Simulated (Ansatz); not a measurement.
# Convergence of AlNi3 with the plane-wave cutoff

Method: DFT r2SCAN, scalar-relativistic, plane waves, PAW in Ansatz 0.2.0.

```
CELL_PARAMETERS angstrom
0.00918 2.80870 2.80147
2.80352 0.00613 2.80452
2.81058 2.81882 -0.00094
ATOMIC_POSITIONS crystal
Al 0.51799 0.47545 0.48120
Ni 0.23471 0.21297 0.23590
Ni 0.05270 0.96234 0.03015
Ni 0.77290 0.72066 0.80167
```

```json
{
  "Γ-centred k-mesh": "10×10×10",
  "occupation rule": "Gaussian smearing, 0.1 eV",
  "spin treatment": "unpolarised",
  "valence charge of the PAW sets": "Al 3, Ni 18"
}
```

The atoms are held and the plane-wave cutoff is swept. Energies are extrapolated to zero smearing and count from the reference run, 600 eV. The cell was strained and its atoms displaced at random, so that forces don't vanish. Pressure is positive in compression and holds a correction for the finite cutoff (Pulay stress).

Times are rough; the reference took 7.4 min on 1 thread of Intel(R) Xeon(R) Processor @ 2.50GHz (Skylake/Cascade Lake), on a shared host, peak memory 1.2 GiB.

(1) One run gave ΔE = 1774 meV/atom and P = 11.64 GPa. Which plane-wave cutoff did it use, of 200, 250, 300, 350, 500?

Results:

(1) 250 eV. All runs:

```tsv
cutoff (eV)	ΔE (meV/atom)	P (GPa)	largest change of a force component (eV/Å)	plane waves at Γ	wall time (s)
200	11403	9.35	1.257	283	120
250	1774	11.64	0.232	411	150
300	209	10.01	0.057	531	170
350	17.9	9.01	0.015	645	200
500	1.33	8.89	0.002	1139	320
600	0.00	8.91	0.000	1459	440
```